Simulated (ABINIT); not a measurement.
Runs of ABINIT 10.8.3 (patched build) on W. It takes space group Im-3m (No. 229, cubic). Conventional cell: a = 3.165 Å, b = 3.165 Å, c = 3.165 Å, α = 90.00°, β = 90.00°, γ = 90.00°. W (site symmetry m-3m) is surrounded by 8 W at 2.74 Å. 

```tsv
task	level	potentials or basis	spin	k mesh	cutoff (eV)	fine-grid cutoff	dispersion computed by	gap on the mesh (eV)	pressure (GPa)	V0 of scaled cells (Å³/atom)	B0 (GPa)
band structure	HCTH407	JTH PAW PBE v2.0	SOC, no magnetisation	12 × 12 × 12	435	870.764 eV	-	none	-7.0	-	-
band structure	SCAN	JTH PAW PBE v2.0	off	12 × 12 × 12	517	1034.03 eV	-	none	-5.2	-	-
band structure	revPBE	JTH PAW PBE v2.0	SOC, no magnetisation	12 × 12 × 12	435	870.764 eV	-	none	9.0	-	-
equation of state	LDA	JTH PAW LDA v2.0	SOC, no magnetisation	12 × 12 × 12	408	816.342 eV	-	-	-	15.46	322
single point	PBEsol	JTH PAW PBE v2.0	off	10 × 10 × 10	435	870.764 eV	-	none	-3.1	-	-
single point	PBEsol	JTH PAW PBE v2.0	off	16 × 16 × 16	435	870.764 eV	-	none	(b)	-	-
band structure	BLYP	JTH PAW PBE v2.0	SOC, no magnetisation	12 × 12 × 12	435	870.764 eV	-	none	16.1	-	-
equation of state	BLYP+D3	JTH PAW PBE v2.0	off	12 × 12 × 12	435	870.764 eV	-	-	-	15.82	318
band structure	AM05	JTH PAW PBE v2.0	off	12 × 12 × 12	435	870.764 eV	-	none	-4.9	-	-
band structure	BLYP	JTH PAW PBE v2.0	off	12 × 12 × 12	435	870.764 eV	-	none	(a)	-	-
```

Alike in all rows: cell as given; smearing fermi-dirac 0.05 eV.

Q: Estimate the missing entries.

A: (a) 15.0; (b) -3.7.

Caveats: the PAW data sets were made with another functional, which shifts forces and pressure a little (some runs); spin-orbit coupling is left out, which moves the levels of the heavy elements (some runs); pressures at fixed basis lie under the slope of the energies (some runs); so large a pressure means that the cell lies far from this level's equilibrium, or that cutoff or potentials fall short (some runs); the potentials were made for another functional, which shifts forces and pressure (some runs).

A k mesh can miss the band edges, and rows without SOC leave out spin-orbit coupling on W.

A gap of «none» marks a metal or a gap under the smearing width.

Runs at the PBE level aren't shown here.
